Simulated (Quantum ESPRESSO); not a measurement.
Runs of Quantum ESPRESSO 7.5 on B. The structure is orthorhombic, space group Pmmn (No. 59). Conventional cell: a = 1.625 Å, b = 2.866 Å, c = 3.914 Å, α = 90.00°, β = 90.00°, γ = 90.00°. Around B (site symmetry mm2) lie 6 B at 1.62 to 1.86 Å. The cell was built by a generator and needn't be a form met in nature.

```tsv
level	potentials or basis	cell	k mesh	iterations	form of the LDA correlation	other keys	mesh quality	gap on the mesh (eV)	pressure (GPa)	largest force (eV/Å)
LDA	PseudoDojo 0.4.1 SR LDA standard	as given	10 × 6 × 4, shifted	300	PW92	-	coarse	none	(a)	0.06
PBEsol	PseudoDojo 0.4.1 SR PBEsol standard	cell strained at random at fixed volume	15 × 9 × 6, shifted	200	-	verbose = yes; k = 15 × 9 × 6	not flagged	none	-3.7	0.19
PBE	PseudoDojo 0.5 SR PBE stringent	as given	10 × 6 × 4, shifted	300	-	-	coarse	none	-0.4	0.26
PBEsol	PseudoDojo 0.4.1 SR PBE standard	as given	10 × 6 × 4, shifted	300	-	-	coarse	none	-1.6	0.26
```

Alike in all rows: task energy-loss spectrum; no spin polarisation; cutoff (eV) 1034; smearing fermi-dirac 0.05 eV.

**Question.** Estimate the missing entries.

**Answer.** (a) -6.4.

Caveats: some runs use coarse meshes; the Lanczos chain is short for so many electrons, so humps in the spectrum may be artefacts; the wave vector is under the mesh spacing, so the intraband response is poorly sampled (some runs); this functional lacks dispersion, which binds the layers, so the pressure and a relaxed spacing across them are unreliable (some runs); the potentials were made for another functional, which shifts forces and pressure (some runs).

A gap of «none» marks a metal or a gap under the smearing width.
